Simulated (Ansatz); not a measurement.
Runs of Ansatz 0.2.0 on Fe. Symmetry: Fmmm, No. 69, orthorhombic system. Conventional cell: a = 2.997 Å, b = 3.883 Å, c = 3.930 Å, α = 90.00°, β = 90.00°, γ = 90.00°. Around Fe (site symmetry mmm) lie 12 Fe at 2.45 to 2.76 Å. 

```tsv
task	level	cell	points for each segment of the path	gap on the mesh (eV)	pressure (GPa)	moment (μB)	relaxed volume (Å³/atom)
band structure	revPBE	as given	14	none	3.4	2.20	-
relaxation of cell and atoms	RPBE	relaxed	-	none	0.0	2.21	11.69
band structure	PBEsol	as given	14	none	(a)	2.18	-
relaxation of cell and atoms	PBEsol	relaxed	-	none	0.0	2.06	10.79
band structure	RPBE	as given	14	none	(c)	2.20	-
relaxation of cell and atoms	LDA	relaxed	-	none	0.0	(b)	10.41
```

Alike in all rows: potentials or basis Ansatz PAW; spin collinear, ferromagnetic start; k mesh 13 × 13 × 13; cutoff (eV) 420; smearing fermi-dirac 0.05 eV.

Problem. Estimate the missing entries.

Solution. (a) -10.4; (b) 2.00; (c) 5.1.

Caveats: the PAW data sets come from PBE, with cores solved anew for the run's functional, which leaves a small shift of forces and pressure; the plane-wave basis is chosen anew once the cell has moved, so the energies of steps on either side of that aren't comparable (some runs).

A gap of «none» marks a metal or a gap under the smearing width.
